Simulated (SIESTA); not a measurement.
Crystal: BP.

```
P B
1.0
     0.00000    2.26900    2.26900
     2.26900    0.00000    2.26900
     2.26900    2.26900    0.00000
P B
1 1
Direct
  0.75000 0.75000 0.75000
  0.00000 0.00000 0.00000
```

Base run:

| Item | Value |
| --- | --- |
| Program | SIESTA 5.4.2 |
| Functional | LDA-PZ |
| Potentials or basis | PseudoDojo 0.4 standard (LDA files) |
| Basis | DZP (energy shift 0.002 Ry) |
| Grid cutoff | 500 Ry |
| Energy shift | 0.002 Ry |
| k mesh | 10 × 10 × 10 |
| Occupations | fermi-dirac, width 0.05 eV |
| Spin | no spin polarisation |

Its results: band gap on the k mesh 1.23 eV, indirect (least direct gap 3.42 eV); pressure -2.0 GPa.

Question: The run is repeated on the same cell with these changes: functional from LDA-PZ to vdW-DF2; potentials or basis from PseudoDojo 0.4 standard (LDA files) to PseudoDojo 0.4 standard (PBE files). What comes out?

Answer: Band gap on the k mesh 1.69 eV, indirect (least direct gap 3.67 eV); pressure 11.9 GPa.

Caveats: the basis of atomic orbitals isn't converged, which shifts pressures, moduli and gaps; the potentials were made for another functional, which shifts forces and pressure (some runs).
